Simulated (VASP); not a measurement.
# BN (Qingsongite) (F-43m) in VASP: notebook, part 2 of 2

VASP 6.6.1.

## (3) Single point, r2SCAN (volume changed by +3%)

POSCAR

```
BN
1.0
    0.0000000000      1.8226952683      1.8226952683
    1.8226952683      0.0000000000      1.8226952683
    1.8226952683      1.8226952683      0.0000000000
B N
1 1
Direct
    0.0000000000      0.0000000000      0.0000000000
    0.2500000000      0.2500000000      0.2500000000
```

INCAR.step1

```
PREC     = Accurate       # precision mode
ENCUT    = 520            # plane-wave cutoff, eV
ISMEAR   = 0              # smearing method
SIGMA    = 0.01           # smearing width, eV
LREAL    = False          # projectors in reciprocal space
LASPH    = True           # aspherical terms in the spheres
NELM     = 60             # most SCF steps
NBANDS   = 11             # bands
GGA      = PE             # functional
ALGO     = Normal         # electronic algorithm
EDIFF    = 1E-4           # SCF threshold, eV
LWAVE    = True           # write WAVECAR
LCHARG   = False          # write CHGCAR
```

INCAR.step2

```
PREC     = Accurate       # precision mode
ENCUT    = 520            # plane-wave cutoff, eV
EDIFF    = 1E-6           # SCF threshold, eV
ISMEAR   = 0              # smearing method
SIGMA    = 0.01           # smearing width, eV
LREAL    = False          # projectors in reciprocal space
LASPH    = True           # aspherical terms in the spheres
NELM     = 60             # most SCF steps
ALGO     = Normal         # electronic algorithm
ISIF     = 2              # what is computed and relaxed
LWAVE    = False          # write WAVECAR
LCHARG   = True           # write CHGCAR
METAGGA  = R2SCAN         # meta-GGA
LMIXTAU  = True         
LELF     = True           # ELF
LVHAR    = True         
NBANDS   = 11             # bands
ISTART   = 1
```

KPOINTS

```
regular mesh
0
Gamma
  10 10 10
```

Potentials or basis: VASP PAW PBE potentials, release 64 (B, N).

Command:

```sh
$ cat potpaw_PBE.64/B/POTCAR potpaw_PBE.64/N/POTCAR > POTCAR
$ cp INCAR.step1 INCAR
$ mpirun -np 1 vasp_std > vasp.out
$ cp INCAR.step2 INCAR
$ mpirun -np 1 vasp_std > vasp.out
```

It took 22 s on 1 thread of Intel Xeon 6975P-C, shared host; peak memory 0.12 GiB.

It converged, with:

```yaml
Free_energy: -19.1624 eV
Pressure: -9.9 GPa
Band_gap_on_the_k_mesh: 4.94 eV, indirect (least direct gap 9.40 eV)
```

Levels at points of the mesh, in eV from the valence-band top:
```
           k point  band 2  band 3  band 4  band 5  band 6  band 7
(0.00, 0.00, 0.00)    0.00    0.00    0.00    9.40    9.40    9.40
(0.50, 0.00, 0.00)  -10.85   -1.97   -1.97   10.45   11.33   11.33
(0.50, 0.50, 0.00)   -9.15   -4.97   -4.97    4.94    9.67   18.86
```

Caveat: the PAW data sets were made with another functional, which shifts forces and pressure a little.

## (4) Single point, r2SCAN (volume changed by +6%)

POSCAR

```
BN
1.0
    0.0000000000      1.8402222595      1.8402222595
    1.8402222595      0.0000000000      1.8402222595
    1.8402222595      1.8402222595      0.0000000000
B N
1 1
Direct
    0.0000000000      0.0000000000      0.0000000000
    0.2500000000      0.2500000000      0.2500000000
```

INCAR.step1

```
PREC = Accurate
ENCUT = 520
ISMEAR = 0
SIGMA = 0.01
LREAL = False
LASPH = True
NELM = 100
NBANDS = 11
GGA = PE
ALGO = Normal
EDIFF = 1E-4
LWAVE = True
LCHARG = False
```

INCAR.step2

```
PREC = Accurate
ENCUT = 520
EDIFF = 1E-7
ISMEAR = 0
SIGMA = 0.01
LREAL = False
LASPH = True
NELM = 100
ALGO = Normal
ISIF = 2
LWAVE = False
LCHARG = False
METAGGA = R2SCAN
LMIXTAU = True
NBANDS = 11
ISTART = 1
```

KPOINTS is that of step 3.

Command:

```sh
$ cat potpaw_PBE.64/B/POTCAR potpaw_PBE.64/N/POTCAR > POTCAR
$ cp INCAR.step1 INCAR
$ mpirun -np 1 vasp_std > vasp.out
$ cp INCAR.step2 INCAR
$ mpirun -np 1 vasp_std > vasp.out
```

Wall time 25 s (1 thread of Intel Xeon 6975P-C, shared host); peak memory 0.12 GiB.

Results (log left out):

- Free energy: -19.1305 eV
- Pressure: -19.6 GPa
- Band gap on the k mesh: 4.91 eV, indirect (least direct gap 9.26 eV)

Levels at points of the mesh, in eV from the valence-band top:
| k point | band 1 | band 2 | band 3 | band 4 | band 5 | band 6 | band 7 | band 8 |
| --- | --- | --- | --- | --- | --- | --- | --- | --- |
| (0.00, 0.00, 0.00) | -20.68 | 0.00 | 0.00 | 0.00 | 9.26 | 9.26 | 9.26 | 10.15 |
| (0.50, 0.00, 0.00) | -16.64 | -10.59 | -1.91 | -1.91 | 10.07 | 11.16 | 11.16 | 15.82 |
| (0.50, 0.50, 0.00) | -15.30 | -8.97 | -4.83 | -4.83 | 4.91 | 9.49 | 18.41 | 18.41 |

Caveat: the PAW data sets were made with another functional, which shifts forces and pressure a little. A k mesh can miss the band edges.

## (5) Single point, r2SCAN

POSCAR

```
BN
1.0
    0.0000000000      1.8048245560      1.8048245560
    1.8048245560      0.0000000000      1.8048245560
    1.8048245560      1.8048245560      0.0000000000
B N
1 1
Direct
    0.0000000000      0.0000000000      0.0000000000
    0.2500000000      0.2500000000      0.2500000000
```

INCAR.step1

```
SYSTEM = BN
ALGO = Normal
EDIFF = 1E-4
ENCUT = 520
GGA = PE
ISMEAR = 0
LASPH = .TRUE.
LCHARG = .FALSE.
LREAL = .FALSE.
LWAVE = .TRUE.
NBANDS = 11
NELM = 100
PREC = Accurate
SIGMA = 0.01
```

INCAR.step2

```
SYSTEM = BN
ALGO = Normal
EDIFF = 1E-6
ENCUT = 520
ISIF = 2
ISMEAR = 0
ISTART = 1
LASPH = .TRUE.
LCHARG = .FALSE.
LMIXTAU = .TRUE.
LREAL = .FALSE.
LWAVE = .FALSE.
METAGGA = R2SCAN
NBANDS = 11
NELM = 100
PREC = Accurate
SIGMA = 0.01
```

KPOINTS

```
k-points
0
G
  12 12 12
  0 0 0
```

Command:

```sh
$ cat potpaw_PBE.64/B/POTCAR potpaw_PBE.64/N/POTCAR > POTCAR
$ cp INCAR.step1 INCAR
$ mpirun -np 1 vasp_std > vasp.out
$ cp INCAR.step2 INCAR
$ mpirun -np 1 vasp_std > vasp.out
```

It took 33 s on 1 thread of Intel Xeon 6975P-C, shared host; peak memory 0.12 GiB.

It converged, with:

```yaml
Free_energy: -19.1716 eV
Pressure: 1.1 GPa
Band_gap_on_the_k_mesh: 4.98 eV, indirect (least direct gap 9.55 eV)
```

Levels at points of the mesh, in eV from the valence-band top:
```csv
k point,band 1,band 2,band 3,band 4,band 5,band 6,band 7,band 8,band 9
"(0.00, 0.00, 0.00)",-21.34,0.00,0.00,0.00,9.55,9.55,9.55,11.14,26.22
"(0.50, 0.00, 0.00)",-17.03,-11.12,-2.02,-2.02,10.85,11.49,11.49,16.45,24.94
"(0.50, 0.50, 0.00)",-15.60,-9.35,-5.12,-5.12,4.98,9.84,19.33,19.33,22.27
```

Caveat: the PAW data sets were made with another functional, which shifts forces and pressure a little.

## (6) Single point, r2SCAN

POSCAR

```
BN
1.0
    0.0000000000      1.8048245576      1.8048245576
    1.8048245576      0.0000000000      1.8048245576
    1.8048245576      1.8048245576      0.0000000000
B N
1 1
Direct
    0.0000000000      0.0000000000      0.0000000000
    0.2500000000      0.2500000000      0.2500000000
```

INCAR.step1

```
  ALGO = Normal
  EDIFF = 1E-5
  ENCUT = 910
  GGA = PE
  GGA_COMPAT = False
  ISMEAR = 0
  LASPH = True
  LCHARG = False
  LREAL = False
  LWAVE = True
  NBANDS = 11
  NELM = 120
  PREC = Accurate
  SIGMA = 0.01
```

INCAR.step2

```
  ALGO = Normal
  EDIFF = 1E-6
  ENCUT = 910
  GGA_COMPAT = False
  ISIF = 2
  ISMEAR = 0
  ISTART = 1
  LASPH = True
  LCHARG = False
  LMIXTAU = True
  LREAL = False
  LWAVE = False
  METAGGA = R2SCAN
  NBANDS = 11
  NELM = 120
  PREC = Accurate
  SIGMA = 0.01
```

KPOINTS

```
k-points
0
Gamma
  12 12 12
```

Potentials or basis: VASP PAW PBE potentials, release 64 (B_h, N_h).

Command:

```sh
$ cat potpaw_PBE.64/B_h/POTCAR potpaw_PBE.64/N_h/POTCAR > POTCAR
$ cp INCAR.step1 INCAR
$ mpirun -np 1 vasp_std > vasp.out
$ cp INCAR.step2 INCAR
$ mpirun -np 1 vasp_std > vasp.out
```

Wall time 77 s (1 thread of Intel Xeon Platinum 8259CL at 2.50GHz (Skylake/Cascade Lake), shared host); peak memory 0.17 GiB.

The run converged. Its results:

```yaml
Free_energy: -19.1998 eV
Pressure: -0.5 GPa
Band_gap_on_the_k_mesh: 5.00 eV, indirect (least direct gap 9.57 eV)
```

Levels at points of the mesh, in eV from the valence-band top:
```csv
k point,band 1,band 2,band 3,band 4,band 5,band 6,band 7,band 8,band 9
"(0.00, 0.00, 0.00)",-21.34,0.00,0.00,0.00,9.57,9.57,9.57,11.14,26.23
"(0.50, 0.00, 0.00)",-17.02,-11.12,-2.02,-2.02,10.85,11.51,11.51,16.46,24.96
"(0.50, 0.50, 0.00)",-15.60,-9.34,-5.11,-5.11,5.00,9.84,19.36,19.36,22.28
```

Caveat: the cutoff is under 1.25 times the usual one of these potentials, so pressure, stress and relaxed cells hold a basis-set (Pulay) error; the PAW data sets were made with another functional, which shifts forces and pressure a little.

## (7) The runs side by side

```tsv
potentials or basis	cell	k mesh	cutoff (eV)	second run	gap on the mesh (eV)	pressure (GPa)
VASP PAW PBE potentials, release 64 (B, N)	a = 2.552 Å, angles 60.0°, 2 atoms	10 × 10 × 10	520	-	4.98	1.1
VASP PAW PBE potentials, release 64 (B, N)	a = 2.578 Å, angles 60.0°, 2 atoms	10 × 10 × 10	520	-	4.94	-9.9
VASP PAW PBE potentials, release 64 (B, N)	a = 2.602 Å, angles 60.0°, 2 atoms	10 × 10 × 10	520	-	4.91	-19.6
VASP PAW PBE potentials, release 64 (B, N)	a = 2.552 Å, angles 60.0°, 2 atoms	12 × 12 × 12	520	-	4.98	1.1
VASP PAW PBE potentials, release 64 (B_h, N_h)	a = 2.552 Å, angles 60.0°, 2 atoms	12 × 12 × 12	910	hard_potentials	5.00	-0.5
```

Alike in all rows: task single point; level r2SCAN; no spin polarisation; smearing gaussian 0.01 eV.

Caveats: the PAW data sets were made with another functional, which shifts forces and pressure a little; the cutoff is under 1.25 times the usual one of these potentials, so pressure, stress and relaxed cells hold a basis-set (Pulay) error (some runs).

Absolute energies hang on the potentials; compare differences alone.

## (8) Against experiment

Step 2. Against the measured gap of BN, 6.4 eV (indirect; 300 K; a printed reference work, monograph), the calculated 4.98 eV is off by -1.42 eV. The value is that of r2SCAN on a finite k mesh, which can miss the band edges, without temperature or zero-point motion.

Step 5. Against the measured gap of BN, 6.4 eV (indirect; 300 K; a printed reference work, monograph), the calculated 4.98 eV is off by -1.42 eV. The value is that of r2SCAN on a finite k mesh, which can miss the band edges, without temperature or zero-point motion.

Step 6. Measured gap of BN: 6.4 eV (indirect; 300 K; a printed reference work, monograph). This calculation gives 5.00 eV (-1.40 eV). The value is that of r2SCAN on a finite k mesh, which can miss the band edges, without temperature or zero-point motion.
